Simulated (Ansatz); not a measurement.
# C: the cost of one run

Computed with Ansatz 0.2.0 (DFT PBEsol, scalar-relativistic, unless a step's input says otherwise).

## 1. The system as given

It takes space group Fmmm (No. 69, orthorhombic). The conventional cell has a = 2.456 Å, b = 4.254 Å, c = 6.696 Å, α = 90.00°, β = 90.00°, γ = 90.00°. C (site symmetry m2m) has 3 C at 1.42 Å as nearest neighbours.

Coordinates:

```cif
data_structure
_symmetry_space_group_name_H-M 'P 1'
_symmetry_Int_Tables_number 1
_cell_length_a 3.9665
_cell_length_b 3.5661
_cell_length_c 2.4560
_cell_angle_alpha 80.086
_cell_angle_beta 62.329
_cell_angle_gamma 37.586
_cell_volume 17.49
loop_
_atom_site_label
_atom_site_type_symbol
_atom_site_fract_x
_atom_site_fract_y
_atom_site_fract_z
_atom_site_occupancy
C1 C 0.16667 0.83333 0.16667 1
C2 C 0.83333 0.16667 0.83333 1
```

The structure is an experimental refinement, used without relaxation.

Atoms are numbered in the order of the input: C1, C2.

## 2. All-electron LAPW

input.yaml

```yaml
crystal:
  lattice:
    - [0.0, 2.127, 3.348]
    - [1.228, 0.0, 3.348]
    - [1.228, 2.127, 0.0]
  atoms:
    - { symbol: C, position: [0.16667, 0.83333, 0.16667] }
    - { symbol: C, position: [0.83333, 0.16667, 0.83333] }
kpoints:
  mp_grid: { grid: [18, 18, 18] }
  band_path:
    path:
      - [0.0, 0.0, 0.0]
      - [0.5, 0.0, 0.5]
      - [1.0, 0.5, 0.5]
      - [0.5, 0.5, 0.0]
      - [0.0, 0.0, 0.0]
      - [0.0, 0.3669630913, 0.3669630913]
      - [1.0, 0.6330369087, 0.6330369087]
      - [1.0, 0.5, 0.5]
      - [0.5, 0.0, 0.5]
    npoints: 14
scf:
  occupations: { method: fermi_dirac, width: 0.05 }
hamiltonian:
  xc: pbesol
  pseudopotentials: { kind: all_electron, lapw: { basis_error: 0.00025 } }
output:
  forces: true
  stress: true
  eigenvalues: true
  fatbands: true
  populations: true
  dos: { projected: true, de: 0.2, e_range: [-14, 8] }
```

Launch:

```
$ ansatz run input.yaml --threads 1 --pin off --max-ram 3072MiB --backend cpu --events-out ev --progress --plain --runs-dir out
```

What time and memory should one allow on 1 thread of Arm Neoverse V2, shared host?

About 1.7 min, with a peak of 1.5 GiB.
